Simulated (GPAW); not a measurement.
Crystal: MoS2.

```
Mo S
1.0
     3.22746    0.00000    0.00000
    -1.61373    2.79507    0.00000
     0.00000    0.00000    6.31247
Mo S
1 2
Direct
  0.00000 0.00000 0.50000
  0.66667 0.33333 0.74468
  0.33333 0.66667 0.25532
```

Measurements of this composition are mostly on another form, of space group No. 194.

* Program: GPAW 26.7.0
* Task: relaxation of cell and atoms
* Functional: RPBE
* Potentials or basis: the program's PAW data sets (release 1.2.1) made for this functional
* Cutoff: 600 eV
* Basis: pw
* k mesh: 9 × 9 × 4
* Occupations: fermi-dirac, width 0.05 eV
* Spin: no spin polarisation

At the start: pressure 3.8 GPa; volume 18.98 Å³/atom.

Task: How do energy, volume and symmetry change on relaxing?

Result: Over 12 steps the energy falls by 30.8 meV/atom and the volume is 23.75 Å³/atom (+25.1 %); space group P-3m1 (No. 164, to 0.05 Å).

Step by step:
```csv
step,energy change (eV),largest force (eV/Å),pressure (GPa),volume (Å³)
1,0.0000,0.3901,3.76,56.94
2,-0.0114,0.1903,2.40,57.31
3,-0.0192,0.1087,0.37,57.93
4,-0.0200,0.1311,0.21,58.03
5,-0.0302,0.2868,-1.04,59.34
6,-0.0445,0.3650,-1.83,61.29
7,-0.0724,0.2902,-1.81,65.56
8,-0.0889,0.0041,-0.51,69.96
9,-0.0898,0.0525,-0.22,70.73
10,-0.0904,0.0591,-0.13,70.93
11,-0.0924,0.0306,0.09,71.41
12,-0.0924,0.0062,0.03,71.26
```

Final structure:
```xyz
3
Lattice="3.2258 0.0000 0.0000 -1.6129 2.7937 0.0000 0.0000 0.0000 7.9075" Properties=species:S:1:pos:R:3 pbc="T T T"
Mo    0.0000    0.0000    3.9538
S     1.6129    0.9312    5.5342
S     0.0000    1.8624    2.3733
```

Caveat: later steps reuse the first step's grids; the volume moved by over 15 % at a fixed basis, so the end points are rough; this functional lacks dispersion, which binds the layers, so the pressure and a relaxed spacing across them are unreliable, and here the layers came unbound.
